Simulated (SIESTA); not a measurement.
Runs of SIESTA 5.4.2 on Cu. Symmetry: Fm-3m, No. 225, cubic system. The conventional cell has a = 3.615 Å, b = 3.615 Å, c = 3.615 Å, α = 90.00°, β = 90.00°, γ = 90.00°. Cu (site symmetry m-3m) has 12 Cu at 2.56 Å as nearest neighbours. 

| task | level | potentials or basis | energy shift | gap on the mesh (eV) | pressure (GPa) | V0 of scaled cells (Å³/atom) | B0 (GPa) |
| --- | --- | --- | --- | --- | --- | --- | --- |
| equation of state | PBE | PseudoDojo 0.4 standard (PBE files), DZDP (energy shift 0.005 Ry) | 0.005 Ry | - | - | 11.66 | (c) |
| equation of state | PBEsol | PseudoDojo 0.4 standard (PBEsol files), DZP (energy shift 0.003 Ry; two zetas on semicore shells) | 0.003 Ry | - | - | 11.28 | 177 |
| band structure | PBE-libxc | PseudoDojo 0.4 standard (PBE files), DZP (energy shift 0.002 Ry) | 0.002 Ry | none | 0.8 | - | - |
| equation of state | revPBE | PseudoDojo 0.4 standard (PBE files), DZP (energy shift 0.002 Ry) | 0.002 Ry | - | - | (a) | 128 |
| band structure | PBE | PseudoDojo 0.4 standard (PBE files), DZP (energy shift 0.002 Ry) | 0.002 Ry | none | 0.8 | - | - |
| band structure | PBE | PseudoDojo 0.4 standard (PBE files), TZP (energy shift 0.002 Ry) | 0.002 Ry | none | (b) | - | - |
| single point | PBE | PseudoDojo 0.4 standard (PBE files), DZP (energy shift 0.003 Ry; two zetas on semicore shells) | 0.003 Ry | none | 1.1 | - | - |
| band structure | PBEsol | PseudoDojo 0.4 standard (PBEsol files), DZP (energy shift 0.002 Ry) | 0.002 Ry | none | -7.8 | - | - |

Alike in all rows: no spin polarisation; cell as given; k mesh 13 × 13 × 13; smearing fermi-dirac 0.05 eV; grid cutoff 800 Ry.

**Question.** Estimate the missing entries.

**Answer.** (a) 12.25; (b) -0.1; (c) 181.

Caveats: the basis of atomic orbitals isn't converged, which shifts pressures, moduli and gaps; semicore shells carry a single zeta, which can move pressures by several GPa and volumes by a few percent (some runs); short orbitals over semicore shells can move pressures by several GPa (some runs); the potentials were made for another functional, which shifts forces and pressure (some runs).

A k mesh can miss the band edges.

A gap of «none» marks a metal or a gap under the smearing width.

Not every run made on this cell is shown here.
